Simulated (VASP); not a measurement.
# Lanthanum: La into a neighbouring La vacancy, part 2 of 4

Aim: the barrier for one hop in Lanthanum: La into a neighbouring La vacancy. The start is a cell from a database of measured crystal structures.

VASP 6.6.1; PBE; plane waves and PAW (La).

So far. Step 2 (Relax the host): The run ended after 5 ionic steps, 0.003 eV below its first step, once forces and stress met EDIFFG = -0.02.

## Step 3: Relax the start

System of this step: Lanthanum. The cell holds 15 atoms: 15 La. Cell: a = 7.491 Å, b = 7.491 Å, c = 12.164 Å, α = 90.0°, β = 90.0°, γ = 120.0°. It derives from La (Lanthanum). Nearest the centre at fractional (0.167, 0.083, 0.375): La8 at 1.88 Å, La3 at 3.23 Å, La11 at 3.23 Å, La10 at 3.23 Å, La2 at 3.26 Å, La1 at 4.18 Å, La9 at 4.20 Å, La12 at 4.67 Å.

A path needs two true minima; the start is relaxed with symmetry off.

File INCAR:

```
SYSTEM = La
PREC = Normal
ENCUT = 280
EDIFF = 1E-05
NELM = 120
ISMEAR = 1
SIGMA = 0.15
LREAL = Auto
ALGO = Fast
GGA = PE
NBANDS = 102
LASPH = .TRUE.
LORBIT = 11
LWAVE = .FALSE.
LCHARG = .FALSE.
NCORE = 3
IBRION = 2
NSW = 60
ISIF = 2
EDIFFG = -0.05
POTIM = 0.4
MAXMIX = 40
ISYM = 0
```

File POSCAR:

```
La
1.0
    7.4914007190      0.0000000000      0.0000000000
   -3.7457003594      6.4877433326      0.0000000000
    0.0000000000      0.0000000000     12.1639394081
La
15
Direct
    0.3355223649      0.6691994984      0.2505433060
    0.8312497449      0.1694576397      0.2507339309
    0.8327955312      0.6684581003      0.2505994315
    0.1674957294      0.3334209516      0.7508989078
    0.1644494305      0.8328311249      0.7492072974
    0.6683266493      0.3334557861      0.7495191414
    0.6641827560      0.8325404775      0.7500133874
    0.0012588439      0.0039892571      0.5016552603
   -0.0101497301      0.4941766708      0.4997126390
    0.4992021690      0.0006586050      0.5003573216
    0.5039400196      0.4965719336      0.4993791403
    0.0064504512      0.0019936146      0.0010902116
   -0.0039125474      0.4949194193      0.0002753462
    0.4983992367     -0.0037836024     -0.0011233641
    0.4983514531      0.4970875802     -0.0001615759
```

File KPOINTS:

```
Automatic mesh
0
Gamma
3 3 2
0 0 0
```

Potentials, in the order of the species: La (PBE family, release 64).

Run with:

```bash
> mpirun -np 3 vasp_std
```

Log:

```text
[banner, memory and clock lines left out]
running    3 mpi-ranks, on    1 nodes
 distrk:  each k-point on    3 cores,    1 groups
 distr:  one band on    3 cores,    1 groups

 POSCAR found type information on POSCAR La
 POSCAR found :  1 types and      15 ions
 LDA part: xc-table for (Slater+PW92), standard interpolation
 POSCAR, INCAR and KPOINTS ok, starting setup
 FFT: planning ... GRIDC
 FFT: planning ... GRID_SOFT
 FFT: planning ... GRID
 WAVECAR not read
 entering main loop
       N       E                     dE             d eps       ncg     rms          rms(c)
DAV:   1     0.210071687305E+04    0.21007E+04   -0.36216E+04  2088   0.128E+03
DAV:   2     0.467242051678E+03   -0.16335E+04   -0.15921E+04  2944   0.439E+02
DAV:   3     0.138559197816E+02   -0.45339E+03   -0.44593E+03  3176   0.286E+02
DAV:   4    -0.553550431971E+02   -0.69211E+02   -0.67207E+02  4016   0.118E+02
DAV:   5    -0.689372269567E+02   -0.13582E+02   -0.12963E+02  4080   0.484E+01    0.115E+01
RMM:   6    -0.689486856554E+02   -0.11459E-01   -0.23503E+01  2864   0.299E+01    0.685E+00
RMM:   7    -0.693838616873E+02   -0.43518E+00   -0.15002E+01  3178   0.116E+01    0.440E+00
RMM:   8    -0.705221475051E+02   -0.11383E+01   -0.12169E+01  3412   0.624E+00    0.103E+00
RMM:   9    -0.708849945296E+02   -0.36285E+00   -0.36395E+00  3767   0.416E+00    0.642E-01
RMM:  10    -0.710989370353E+02   -0.21394E+00   -0.22648E+00  3683   0.288E+00    0.580E-01
RMM:  11    -0.712234100529E+02   -0.12447E+00   -0.12178E+00  3778   0.197E+00    0.591E-01
RMM:  12    -0.713015918352E+02   -0.78182E-01   -0.78150E-01  3777   0.151E+00    0.375E-01
RMM:  13    -0.713579195892E+02   -0.56328E-01   -0.55834E-01  3623   0.138E+00    0.296E-01
RMM:  14    -0.713959860416E+02   -0.38066E-01   -0.40214E-01  3738   0.990E-01    0.183E-01
RMM:  15    -0.714286629443E+02   -0.32677E-01   -0.32378E-01  3778   0.768E-01    0.212E-01
RMM:  16    -0.714528826943E+02   -0.24220E-01   -0.24345E-01  3782   0.652E-01    0.217E-01
RMM:  17    -0.714734674435E+02   -0.20585E-01   -0.20384E-01  3782   0.549E-01    0.290E-01
RMM:  18    -0.714883791068E+02   -0.14912E-01   -0.15683E-01  3780   0.504E-01    0.194E-01
RMM:  19    -0.715014336548E+02   -0.13055E-01   -0.13340E-01  3782   0.435E-01    0.147E-01
RMM:  20    -0.715118286414E+02   -0.10395E-01   -0.10425E-01  3782   0.365E-01    0.170E-01
RMM:  21    -0.715208298707E+02   -0.90012E-02   -0.90033E-02  3777   0.314E-01    0.210E-01
RMM:  22    -0.715276660092E+02   -0.68361E-02   -0.71370E-02  3751   0.300E-01    0.156E-01
RMM:  23    -0.715337124427E+02   -0.60464E-02   -0.61673E-02  3733   0.263E-01    0.141E-01
RMM:  24    -0.715385561581E+02   -0.48437E-02   -0.49136E-02  3660   0.230E-01    0.141E-01
RMM:  25    -0.715428330240E+02   -0.42769E-02   -0.42685E-02  3108   0.200E-01    0.178E-01
RMM:  26    -0.715460769812E+02   -0.32440E-02   -0.34676E-02  3330   0.214E-01    0.115E-01
RMM:  27    -0.715490099482E+02   -0.29330E-02   -0.30185E-02  3356   0.189E-01    0.841E-02
RMM:  28    -0.715513917188E+02   -0.23818E-02   -0.24141E-02  2855   0.164E-01    0.694E-02
RMM:  29    -0.715534647816E+02   -0.20731E-02   -0.20918E-02  2236   0.149E-01    0.819E-02
RMM:  30    -0.715551757427E+02   -0.17110E-02   -0.17214E-02  2139   0.141E-01    0.755E-02
RMM:  31    -0.715566445666E+02   -0.14688E-02   -0.14806E-02  2078   0.134E-01    0.819E-02
RMM:  32    -0.715578659233E+02   -0.12214E-02   -0.12267E-02  2038   0.117E-01    0.909E-02
RMM:  33    -0.715589481770E+02   -0.10823E-02   -0.10728E-02  2375   0.119E-01    0.719E-02
RMM:  34    -0.715598418520E+02   -0.89368E-03   -0.88849E-03  2210   0.103E-01    0.668E-02
RMM:  35    -0.715606027232E+02   -0.76087E-03   -0.76380E-03  1996   0.970E-02    0.709E-02
RMM:  36    -0.715612377251E+02   -0.63500E-03   -0.64197E-03  1981   0.884E-02    0.758E-02
WARNING in EDDRMM: call to ZHEGV failed, returncode =   6  3     64
RMM:  37    -0.715618005410E+02   -0.56282E-03   -0.55315E-03  1978   0.852E-02    0.659E-02
RMM:  38    -0.715622713506E+02   -0.47081E-03   -0.46604E-03  1976   0.837E-02    0.621E-02
RMM:  39    -0.715626882769E+02   -0.41693E-03   -0.40569E-03  2116   0.802E-02    0.548E-02
RMM:  40    -0.715630342120E+02   -0.34594E-03   -0.34705E-03  2239   0.733E-02    0.594E-02
RMM:  41    -0.715633226539E+02   -0.28844E-03   -0.29188E-03  1964   0.601E-02    0.629E-02
RMM:  42    -0.715635698416E+02   -0.24719E-03   -0.24894E-03  1952   0.598E-02    0.673E-02
RMM:  43    -0.715637814527E+02   -0.21161E-03   -0.21474E-03  1937   0.525E-02    0.699E-02
RMM:  44    -0.715639642050E+02   -0.18275E-03   -0.18182E-03  1943   0.517E-02    0.701E-02
RMM:  45    -0.715641250415E+02   -0.16084E-03   -0.15749E-03  1930   0.465E-02    0.677E-02
RMM:  46    -0.715642640925E+02   -0.13905E-03   -0.13501E-03  1930   0.479E-02    0.644E-02
RMM:  47    -0.715643783789E+02   -0.11429E-03   -0.11550E-03  1902   0.424E-02    0.661E-02
RMM:  48    -0.715644777724E+02   -0.99393E-04   -0.10040E-03  1900   0.423E-02    0.676E-02
RMM:  49    -0.715645616046E+02   -0.83832E-04   -0.84517E-04  1860   0.375E-02    0.689E-02
RMM:  50    -0.715646342499E+02   -0.72645E-04   -0.73425E-04  1835   0.377E-02    0.701E-02
RMM:  51    -0.715647097868E+02   -0.75537E-04   -0.63788E-04  1826   0.368E-02    0.603E-02
RMM:  52    -0.715647729054E+02   -0.63119E-04   -0.55853E-04  1809   0.409E-02    0.530E-02
RMM:  53    -0.715648223176E+02   -0.49412E-04   -0.47522E-04  1778   0.378E-02    0.526E-02
RMM:  54    -0.715648686362E+02   -0.46319E-04   -0.42023E-04  1782   0.385E-02    0.524E-02
RMM:  55    -0.715649055948E+02   -0.36959E-04   -0.34627E-04  1735   0.361E-02    0.501E-02
RMM:  56    -0.715649349392E+02   -0.29344E-04   -0.31606E-04  1704   0.371E-02    0.524E-02
RMM:  57    -0.715649596541E+02   -0.24715E-04   -0.26628E-04  1678   0.328E-02    0.547E-02
RMM:  58    -0.715649777808E+02   -0.18127E-04   -0.22522E-04  1642   0.318E-02    0.604E-02
RMM:  59    -0.715649960889E+02   -0.18308E-04   -0.19190E-04  1602   0.293E-02    0.623E-02
RMM:  60    -0.715650125353E+02   -0.16446E-04   -0.16879E-04  1578   0.303E-02    0.632E-02
RMM:  61    -0.715650310381E+02   -0.18503E-04   -0.14868E-04  1563   0.291E-02    0.604E-02
RMM:  62    -0.715650428726E+02   -0.11834E-04   -0.12285E-04  1525   0.301E-02    0.608E-02
RMM:  63    -0.715650532578E+02   -0.10385E-04   -0.10932E-04  1513   0.283E-02    0.611E-02
RMM:  64    -0.715650623076E+02   -0.90498E-05   -0.95106E-05  1495   0.296E-02
   1 F= -.71565062E+02 E0= -.71580059E+02  d E =-.715651E+02
 curvature:   0.00 expect dE= 0.000E+00 dE for cont linesearch  0.000E+00
 trial: gam= 0.00000 g(F)=  0.106E-01 g(S)=  0.000E+00 ort = 0.000E+00 (trialstep = 0.100E+01)
 search vector abs. value=  0.106E-01
 bond charge predicted
       N       E                     dE             d eps       ncg     rms          rms(c)
DAV:   1    -0.715667254177E+02   -0.16722E-02   -0.85360E-01  2712   0.262E+00    0.297E-01
RMM:   2    -0.715739441210E+02   -0.72187E-02   -0.88305E-02  2850   0.179E+00    0.662E-01
RMM:   3    -0.715758830694E+02   -0.19389E-02   -0.31026E-02  3177   0.533E-01    0.456E-01
RMM:   4    -0.715754200985E+02    0.46297E-03   -0.51144E-03  3289   0.203E-01    0.381E-01
RMM:   5    -0.715742901674E+02    0.11299E-02   -0.17700E-03  3543   0.129E-01    0.404E-01
RMM:   6    -0.715733069528E+02    0.98321E-03   -0.25914E-03  3236   0.168E-01    0.464E-01
RMM:   7    -0.715735442462E+02   -0.23729E-03   -0.10281E-03  3603   0.901E-02    0.477E-01
RMM:   8    -0.715740413947E+02   -0.49715E-03   -0.61853E-04  3019   0.690E-02    0.448E-01
RMM:   9    -0.715740375033E+02    0.38914E-05   -0.51790E-04  2619   0.535E-02    0.440E-01
RMM:  10    -0.715740495644E+02   -0.12061E-04   -0.23334E-04  2188   0.496E-02    0.432E-01
RMM:  11    -0.715740450381E+02    0.45263E-05   -0.16060E-04  2037   0.451E-02    0.442E-01
RMM:  12    -0.715741712719E+02   -0.12623E-03   -0.17885E-04  2055   0.495E-02    0.424E-01
RMM:  13    -0.715740248156E+02    0.14646E-03   -0.22667E-04  2391   0.854E-02    0.454E-01
RMM:  14    -0.715741192147E+02   -0.94399E-04   -0.10586E-04  2198   0.374E-02    0.443E-01
RMM:  15    -0.715740360208E+02    0.83194E-04   -0.58539E-05  1754   0.548E-02    0.461E-01
RMM:  16    -0.715740539274E+02   -0.17907E-04   -0.34417E-05  1564   0.332E-02    0.446E-01
RMM:  17    -0.715740353035E+02    0.18624E-04   -0.74216E-05  1908   0.407E-02    0.424E-01
RMM:  18    -0.715741298363E+02   -0.94533E-04   -0.39602E-04  3566   0.790E-02    0.377E-01
RMM:  19    -0.715740986545E+02    0.31182E-04   -0.13886E-04  2296   0.428E-02    0.347E-01
RMM:  20    -0.715741886054E+02   -0.89951E-04   -0.29413E-04  2660   0.673E-02    0.294E-01
RMM:  21    -0.715744536416E+02   -0.26504E-03   -0.71174E-04  3138   0.920E-02    0.210E-01
RMM:  22    -0.715745730872E+02   -0.11945E-03   -0.23037E-04  2605   0.499E-02    0.190E-01
RMM:  23    -0.715749569996E+02   -0.38391E-03   -0.18043E-03  3498   0.148E-01    0.401E-02
RMM:  24    -0.715750683990E+02   -0.11140E-03   -0.10549E-03  2700   0.833E-02    0.131E-02
RMM:  25    -0.715751047469E+02   -0.36348E-04   -0.38095E-04  2447   0.658E-02    0.169E-02
WARNING in EDDRMM: call to ZHEGV failed, returncode =   6  3     67
RMM:  26    -0.715751181811E+02   -0.13434E-04   -0.18827E-04  2062   0.384E-02    0.868E-03
RMM:  27    -0.715751284012E+02   -0.10220E-04   -0.10889E-04  1922   0.456E-02    0.740E-03
WARNING in EDDRMM: call to ZHEGV failed, returncode =   8  4     81
WARNING in EDDRMM: call to ZHEGV failed, returncode =   6  3     85
RMM:  28    -0.715751345455E+02   -0.61443E-05   -0.84776E-05  1838   0.348E-02
   2 F= -.71575135E+02 E0= -.71590275E+02  d E =-.100722E-01
[...]
WARNING in EDDRMM: call to ZHEGV failed, returncode =   6  3     82
[... from here on, the cycles between the ionic steps are left out ...]
   3 F= -.71598083E+02 E0= -.71613291E+02  d E =-.330210E-01
[...]
WARNING in EDDRMM: call to ZHEGV failed, returncode =   8  4     73
   4 F= -.71612503E+02 E0= -.71627871E+02  d E =-.474408E-01
   5 F= -.71612907E+02 E0= -.71628246E+02  d E =-.478444E-01
   6 F= -.71613075E+02 E0= -.71628438E+02  d E =-.480123E-01
   7 F= -.71613072E+02 E0= -.71628417E+02  d E =-.480097E-01
   8 F= -.71616926E+02 E0= -.71632319E+02  d E =-.385360E-02
 trial-energy change:   -0.003854  1 .order   -0.003869   -0.004979   -0.002759
 step:   5.8287(harm=  5.8287)  dis= 0.02240  next Energy=   -71.618656 (dE=-0.558E-02)
 bond charge predicted
       N       E                     dE             d eps       ncg     rms          rms(c)
DAV:   1    -0.716025940164E+02    0.14325E-01   -0.17407E+00  2460   0.375E+00    0.404E-01
RMM:   2    -0.716119755937E+02   -0.93816E-02   -0.12034E-01  2781   0.244E+00    0.218E-01
RMM:   3    -0.716186724835E+02   -0.66969E-02   -0.69635E-02  3160   0.790E-01    0.151E-01
RMM:   4    -0.716192534644E+02   -0.58098E-03   -0.95240E-03  3238   0.286E-01    0.113E-01
RMM:   5    -0.716195175006E+02   -0.26404E-03   -0.41558E-03  3363   0.175E-01    0.832E-02
RMM:   6    -0.716196933324E+02   -0.17583E-03   -0.16110E-03  3391   0.114E-01    0.730E-02
RMM:   7    -0.716197031030E+02   -0.97707E-05   -0.59459E-04  3196   0.695E-02    0.594E-02
RMM:   8    -0.716196708180E+02    0.32285E-04   -0.39713E-04  3086   0.630E-02    0.409E-02
RMM:   9    -0.716196529948E+02    0.17823E-04   -0.88823E-04  3273   0.824E-02    0.240E-02
RMM:  10    -0.716196949545E+02   -0.41960E-04   -0.35423E-04  2876   0.516E-02    0.316E-02
RMM:  11    -0.716197111777E+02   -0.16223E-04   -0.16520E-04  2497   0.451E-02    0.339E-02
RMM:  12    -0.716197289591E+02   -0.17781E-04   -0.12351E-04  2181   0.426E-02    0.372E-02
RMM:  13    -0.716197361417E+02   -0.71826E-05   -0.64838E-05  2000   0.390E-02
   9 F= -.71619736E+02 E0= -.71635169E+02  d E =-.666413E-02
 curvature:  -3.18 expect dE=-0.715E-03 dE for cont linesearch -0.652E-04
 trial: gam=-0.02526 g(F)=  0.225E-03 g(S)=  0.000E+00 ort = 0.207E-03 (trialstep = 0.324E+01)
 search vector abs. value=  0.216E-03
 reached required accuracy - stopping structural energy minimisation
```

Wall time 11 min (3 MPI ranks of AMD EPYC 9R45, shared host); peak memory 0.55 GiB; 32 min of CPU time.

From OUTCAR (step 3):

```text
 Found     10 irreducible k-points:

   k-points           NKPTS =     10   k-points in BZ     NKDIM =     10   number of bands    NBANDS=    102

   dimension x,y,z NGX =    32 NGY =   32 NGZ =   50
   dimension x,y,z NGXF=    64 NGYF=   64 NGZF=  100

   ENCUT  =  280.0 eV  20.58 Ry    4.54 a.u.  10.22 10.22 16.60*2*pi/ulx,y,z

   NELECT =     165.0000    total number of electrons

 E-fermi :   7.2258

 k-point     1 :       0.0000    0.0000    0.0000
  band No.  band energies     occupation
    ...
     79       6.6095      2.00000
     80       6.9903      2.04892
     81       7.0782      2.04686
     82       7.0981      2.00421
     83       7.1023      1.99173
     84       7.3491      0.00904
     85       7.3624     -0.02630
     86       7.5888     -0.00329
     87       7.7729     -0.00000
     88       7.7794     -0.00000
    ...

 k-point     2 :       0.3333    0.0000    0.0000
  band No.  band energies     occupation
    ...
     79       7.0019      2.05592
     80       7.0130      2.06213
     81       7.0592      2.06628
     82       7.1374      1.83027
     83       7.1538      1.71834
     84       7.3377      0.05014
     85       7.3472      0.01540
     86       7.3884     -0.06357
     87       7.4305     -0.06599
     88       7.5086     -0.02276
    ...

  Total       -2.3880643     -2.3443046     -4.4656261      0.0424530     -0.0078408     -0.0672558
  in kB       -6.4718087     -6.3532169    -12.1021354      0.1150504     -0.0212490     -0.1822676
  external PRESSURE =      -8.3090537 kB  Pullay stress =       0.0000000 kB

  energy-cutoff  :      280.00
  volume of cell :      591.20
      direct lattice vectors                 reciprocal lattice vectors
     7.491400719  0.000000000  0.000000000     0.133486385  0.077068400  0.000000000
    -3.745700359  6.487743333  0.000000000     0.000000000  0.154136801  0.000000000
     0.000000000  0.000000000 12.163939408     0.000000000  0.000000000  0.082210209

 POSITION                                       TOTAL-FORCE (eV/Angst)
 -----------------------------------------------------------------------------------
     -0.05476      4.30031      3.04276         0.023185      0.002956     -0.001338
      5.58998      1.13834      3.04374        -0.009990     -0.012744      0.000337
      3.78837      4.31909      3.04645        -0.009699      0.010736     -0.001623
     -0.01020      2.17733      9.12561         0.018612     -0.015248      0.004907
     -1.88352      5.39144      9.12649        -0.000991      0.027022     -0.004953
      3.74883      2.15972      9.12418        -0.008392     -0.000766     -0.002921
      1.87909      5.40931      9.12576        -0.014111     -0.011874     -0.002172
      7.47778      0.00427      6.02702         0.024506      0.009356     -0.004075
      5.60955      3.23601      6.05629        -0.004332     -0.003408      0.010281
     -0.00541      6.46985      6.03122        -0.013273      0.008010     -0.001958
      1.88062      3.23467      6.01776        -0.003109     -0.018126     -0.006679
     -3.73560      6.48534      0.07115         0.019055      0.015470     -0.000646
      5.61762      3.22928      0.02813        -0.002730      0.002416     -0.007480
      0.01432      6.46629      0.04408        -0.017100      0.005666      0.009890
      1.88487      3.23293      0.06487        -0.001633     -0.019467      0.008429
 -----------------------------------------------------------------------------------
    total drift:                                0.004555     -0.011988      0.001843

  FREE ENERGIE OF THE ION-ELECTRON SYSTEM (eV)
  ---------------------------------------------------
  free  energy   TOTEN  =       -71.6197361417 eV

  energy  without entropy=      -71.6660360429  energy(sigma->0) =      -71.63516944

 total charge
# of ion       s       p       d       f       tot
--------------------------------------------------
    1        2.070   5.555   0.878   0.074   8.578
    2        2.071   5.555   0.879   0.075   8.579
    3        2.071   5.555   0.881   0.075   8.581
    4        2.072   5.560   0.871   0.079   8.581
    5        2.072   5.559   0.872   0.079   8.582
    6        2.072   5.559   0.873   0.079   8.583
    7        2.076   5.558   0.871   0.074   8.579
    8        2.069   5.553   0.878   0.080   8.580
    9        2.071   5.543   0.921   0.086   8.620
   10        2.069   5.553   0.878   0.081   8.581
   11        2.069   5.554   0.876   0.080   8.579
   12        2.069   5.554   0.876   0.080   8.579
   13        2.071   5.544   0.920   0.086   8.620
   14        2.069   5.553   0.880   0.080   8.582
   15        2.069   5.554   0.876   0.080   8.579
--------------------------------------------------
tot         31.059  83.307  13.231   1.188 128.785

[... 1 part as in an earlier step ...]

[... 7 further parts left out ...]
```

This run has no spin polarisation. Its electron count is odd, so without a moment it is a metal by construction.

Step by step:

```
step  energy less that of the first step (eV)  largest force (eV/Å)
   1                                   0.0000                0.2339
   2                                  -0.0101                0.2010
   3                                  -0.0330                0.1103
   4                                  -0.0474                0.1181
   5                                  -0.0478                0.0909
   6                                  -0.0480                0.0883
   7                                  -0.0480                0.0891
   8                                  -0.0519                0.0512
   9                                  -0.0547                0.0275
```

The atoms that moved most (Å):

```
atom      dx      dy      dz  length
 La8  -0.008  -0.022  -0.075   0.079
 La1  -0.062  -0.041  -0.005   0.074
La15   0.013   0.008   0.067   0.069
La11  -0.035   0.013  -0.057   0.068
La12  -0.031  -0.015   0.058   0.067
La10   0.003  -0.022  -0.055   0.059
La14   0.012   0.003   0.058   0.059
 La9   0.045   0.030  -0.022   0.059
```

The relaxed structure:

```xyz
15
Lattice="7.4914 0.0000 0.0000 -3.7457 6.4877 0.0000 0.0000 0.0000 12.1639" Properties=species:S:1:pos:R:3 pbc="T T T"
La   -0.0548    4.3003    3.0428
La    5.5900    1.1383    3.0437
La    3.7884    4.3191    3.0464
La   -0.0102    2.1773    9.1256
La   -1.8835    5.3914    9.1265
La    3.7488    2.1597    9.1242
La    1.8791    5.4093    9.1258
La   -0.0136    0.0043    6.0270
La   -1.8818    3.2360    6.0563
La    3.7403   -0.0179    6.0312
La    1.8806    3.2347    6.0178
La    0.0101   -0.0024    0.0711
La   -1.8738    3.2293    0.0281
La    3.7600   -0.0215    0.0441
La    1.8849    3.2329    0.0649
```

Numbers from this step:

- electronic cycles: 182
- electrons: 165
- free energy (TOTEN): -71.6197 eV
- energy at zero smearing: -71.6352 eV
- Fermi energy: 7.226 eV

The run ended after 9 ionic steps, 0.055 eV below its first step, once the forces on the free atoms met EDIFFG = -0.05.

[end of part 2 of 4]

[Lines on the potential files, build, host, timing and source positions are cut from VASP's logs without a mark.]

[Logs are printed without paths, hosts, clocks, repeated set-up lines and the standing remarks that a program may print on its own settings, such as how far it seeks lower states.]

[Hosts, paths, dates, database ids (printed as entryN), source tags and the programs' standing remarks are cut or masked in the printed files.]

[Runs that stopped without an error message from VASP are left out.]
